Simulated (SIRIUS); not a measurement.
Runs of SIRIUS 7.12.0 on Si2Mo. The structure is tetragonal, space group I4/mmm (No. 139). Conventional cell: a = 3.200 Å, b = 3.200 Å, c = 7.861 Å, α = 90.00°, β = 90.00°, γ = 90.00°. Mo (site symmetry 4/mmm) is surrounded by 10 Si at 2.62 Å. Around Si (site symmetry 4mm) lie 5 Si at 2.61 to 2.63 Å and 5 Mo at 2.62 Å. 

```tsv
task	level	potentials or basis	cutoff (eV)	muffin tin radii	basis cutoff (gk_cutoff)	valence relativity	local orbitals (radial functions)	reference energy of the basis	gap on the mesh (eV)	V0 of scaled cells (Å³/atom)	B0 (GPa)	largest force (eV/Å)
single point	PBE	all-electron FP-LAPW, apw+lo standard	169	Mo 2.5, Si 2.26 bohr	3.52 1/bohr	iora	Mo 13, Si 12	0.43 Ha	none	-	-	0.28
band structure	PBE	all-electron FP-LAPW (no relativity for the valence, core without relativity), apw+lo standard	163	Mo 2.54, Si 2.29 bohr	3.46 1/bohr	none	Mo 13, Si 12	0.42 Ha	-	-	-	(a)
band structure	PBE	all-electron FP-LAPW (ZORA valence), apw+lo standard	163	Mo 2.54, Si 2.29 bohr	3.46 1/bohr	zora	Mo 13, Si 12	0.43 Ha	-	-	-	0.28
band structure	PBE	all-electron FP-LAPW (Koelling-Harmon valence), apw+lo standard	163	Mo 2.54, Si 2.29 bohr	3.46 1/bohr	koelling_harmon	Mo 13, Si 12	0.43 Ha	-	-	-	0.28
equation of state	PBE	all-electron FP-LAPW, apw+lo standard	169	Mo 2.5, Si 2.26 bohr	3.52 1/bohr	iora	Mo 13, Si 12	-	-	13.56	208	-
single point	PBEsol	all-electron FP-LAPW, apw+lo standard	169	Mo 2.5, Si 2.26 bohr	3.52 1/bohr	iora	Mo 13, Si 12	0.43 Ha	none	-	-	0.33
band structure	OLYP	all-electron FP-LAPW, apw+lo lean	163	Mo 2.54, Si 2.29 bohr	3.46 1/bohr	iora	Mo 8, Si 7	0.42 Ha	-	-	-	(b)
equation of state	PBEsol	all-electron FP-LAPW, apw+lo standard	169	Mo 2.5, Si 2.26 bohr	3.52 1/bohr	iora	Mo 13, Si 12	-	-	13.25	222	-
```

Alike in all rows: no spin polarisation; cell as given; k mesh 12 × 12 × 12; smearing fermi-dirac 0.05 eV.

Task: Fill in the values left out.

Result: (a) 0.27; (b) 0.29.

Caveats: the cell was scaled at fixed shape and fractional positions, which overstates the stiffness of a crystal with free parameters, most of all of layers and chains (some runs); relativity is left out for the valence states, which matters for the heavier elements (some runs); relativity is left out for the core states (some runs); the basis is light, so values aren't converged (some runs).

A k mesh can miss the band edges, and the runs leave out spin-orbit coupling on Mo.

A gap of «none» marks a metal or a gap under the smearing width.

Not every run made on this cell is shown here.
